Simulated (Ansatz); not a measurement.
Stackings of close-packed layers of NaI (capitals for Na, lower case for the other element), each relaxed to a stress under 0.05 GPa; energies count from the stacking AcBaCb (Fm-3m).

Level of theory: Ansatz 0.2.0, DFT PBEsol, scalar-relativistic, plane waves, PAW.

Cutoff 420 eV, Gaussian smearing of 0.02 eV, energies at zero smearing, symmetry of each start kept, no spin polarisation.

```
         start atoms k mesh excess energy (meV/atom) spacing of like layers (Å) a (Å) gap on the mesh (eV)
          AbAc      4   6×6×3                      11.2                       3.807  4.460                  3.51
          AcBc      4   6×6×3                      59.6                       4.061  4.393                  3.00
      AcBcAbCb      8   6×6×2                      30.6                       3.898  4.452                  3.30
  AcBaCbAbCaBc     12   6×6×1                      20.9                       3.839  4.476                  3.38
    AcBaCaBaCb     10   6×6×2                      24.9                       3.861  4.467                  3.32
AcBcAbCaBcAcBc     14   6×6×1                      35.2                       3.925  4.442                  3.21
```

Spin-orbit coupling is left out, which matters for the bands of heavy elements. An odd mesh misses points on the zone edge, so a gap read on it can be too wide.

Cost: 6 runs of about 6.7 core-minutes in all, on Intel Xeon Platinum 8259CL (Skylake/Cascade Lake) (shared hosts).